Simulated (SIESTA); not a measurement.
# SnTe: relaxation of cell and atoms with PBE

The system is SnTe.

```
Te Sn
1.0
     0.00000    3.15085    3.15085
     3.15085    0.00000    3.15085
     3.15085    3.15085    0.00000
Te Sn
1 1
Direct
  0.50000 0.50000 0.50000
  0.00000 0.00000 0.00000
```

* Program: SIESTA 5.4.2
* Task: relaxation of cell and atoms
* Functional: PBE
* Potentials or basis: PseudoDojo 0.4 standard (PBE files)
* Basis: SZ (energy shift 0.003 Ry)
* Grid cutoff: 500 Ry
* Energy shift: 0.003 Ry
* k mesh: 7 × 7 × 7
* Occupations: fermi-dirac, width 0.05 eV
* Spin: no spin polarisation
* optimiser: Broyden
* force tolerance: 0.04 eV/Å

```json
{"Relaxed volume": "35.82 Å³/atom", "Relaxed cell": "a = 4.663 Å, b = 4.663 Å, c = 4.663 Å, α = 59.98°, β = 59.98°, γ = 59.98°", "Space group after relaxing (to 0.05 Å)": "Fm-3m (No. 225)", "Energy gained by relaxing": "94.7 meV/atom", "Ionic steps": "4", "Pressure after relaxing": "0.0 GPa", "Hirshfeld charges": "Te -0.16; Sn +0.16 e", "Voronoi charges": "Te -0.20; Sn +0.20 e"}
```

The path:
```
step  energy change (eV)  largest force (eV/Å)  pressure (GPa)  volume (Å³)
   1              0.0000                0.0000            7.58        62.56
   2             -0.0210                0.0000            7.06        63.02
   3             -0.1852                0.0000            0.93        70.22
   4             -0.1893                0.0000            0.03        71.65
```

Final structure:
```xyz
2
Lattice="0.0008 3.2969 3.2969 3.2969 0.0008 3.2969 3.2969 3.2969 0.0008" Properties=species:S:1:pos:R:3 pbc="T T T"
Te    3.2973    3.2973    3.2973
Sn    0.0000    0.0000    0.0000
```

Run time: 28 s on 1 thread of AMD EPYC 7R43 64-Core Processor (Zen 3) (shared host), peak memory 0.23 GiB.

Caveat: the basis has no polarisation orbitals; Mulliken charges of long-ranged orbitals can have an unphysical sign; this odd mesh misses L, where the gap lies, so gap, dielectric constants and Born charges aren't listed; the volume moved by +15 % from the deposited cell, more than functionals usually miss; the basis of atomic orbitals isn't converged, which shifts pressures, moduli and gaps. The run has no spin-orbit coupling, so splittings on Te are missing.
